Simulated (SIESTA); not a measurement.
WC (Qusongite):

```
W C
1.0
     2.90650    0.00000    0.00000
    -1.45325    2.51710    0.00000
     0.00000    0.00000    2.83660
W C
1 1
Direct
  0.00000 0.00000 0.00000
  0.66667 0.33333 0.50000
```

* Program: SIESTA 5.4.2
* Task: single point
* Functional: PBEsol
* Potentials or basis: PseudoDojo 0.4 standard (PBEsol files)
* Basis: DZP (energy shift 0.003 Ry; two zetas on semicore shells)
* Grid cutoff: 800 Ry
* Energy shift: 0.003 Ry
* k mesh: 10 × 10 × 9
* Occupations: fermi-dirac, width 0.05 eV
* Spin: no spin polarisation

On this cell: pressure 2.7 GPa; largest force under 0.003 eV/Å; band gap on the k mesh none (metal or under the smearing width).

The same run follows on a disturbed copy (atoms moved at random, drawn with an rms of 0.05 Å):

```
CELL_PARAMETERS angstrom
2.90650 0.00000 0.00000
-1.45325 2.51710 0.00000
0.00000 0.00000 2.83660
ATOMIC_POSITIONS crystal
W 0.00594 0.00668 0.01947
C 0.68209 0.32485 0.51994
```

**Question.** What does the disturbed cell give?

**Answer.** The energy (extrapolated to zero smearing) moves by +16.8 meV/atom; pressure 3.4 GPa; largest force 1.080 eV/Å; band gap on the k mesh none (metal or under the smearing width).

Forces on the atoms (eV/Å):
```
W    0.864 -0.648  0.020
C   -0.863  0.646 -0.020
```

Stress tensor (GPa, compression positive):
```
 4.97 -2.34  0.04
-2.34  1.47 -0.02
 0.04 -0.02  3.65
```

Caveats: short orbitals over semicore shells can move pressures by several GPa; the basis of atomic orbitals isn't converged, which shifts pressures, moduli and gaps.
